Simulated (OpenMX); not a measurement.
Crystal: ZnSe (Stilleite).

```
Se Zn
1.0
     0.00000    2.83380    2.83380
     2.83380    0.00000    2.83380
     2.83380    2.83380    0.00000
Se Zn
1 1
Direct
  0.75000 0.75000 0.75000
  0.00000 0.00000 0.00000
```

```yaml
Program: OpenMX 3.8.5
Task: single point
Functional: PBE
Potentials_or_basis: OpenMX 2013 PBE set, Se7.0-s3p2d2, Zn6.0H-s3p2d1, grid cutoff 260 Ry
k_mesh: 9 × 9 × 9
Occupations: fermi-dirac, width 0.05 eV
Spin: no spin polarisation
```

On this cell: pressure 5.8 GPa; largest force zero by symmetry; band gap on the k mesh 1.58 eV, direct.

The same run follows on a disturbed copy (atoms moved at random, drawn with an rms of 0.05 Å):

```
Se Zn
1.0
     0.00000    2.83380    2.83380
     2.83380    0.00000    2.83380
     2.83380    2.83380    0.00000
Se Zn
1 1
Direct
  0.74923 0.75242 0.74879
  0.99080 0.99135 0.00787
```

Q: What changes?

A: The energy moves by +7.4 meV/atom; pressure 6.0 GPa; largest force 0.435 eV/Å; band gap on the k mesh 1.50 eV, direct.

Forces in eV/Å, atoms in the order of the input:
```
Se  -0.052 -0.012 -0.387
Zn   0.037  0.016  0.433
```

The forces don't sum to zero, so they hold noise of the program's grid.

Caveats: the transition metal has a single d function, too few for pressures, volumes and moments; the real-space grid is coarse for these elements, which adds noise of up to some 20 meV/atom to energies and shifts forces, pressures and volumes; the basis of atomic orbitals isn't converged, which shifts pressures, moduli and gaps.

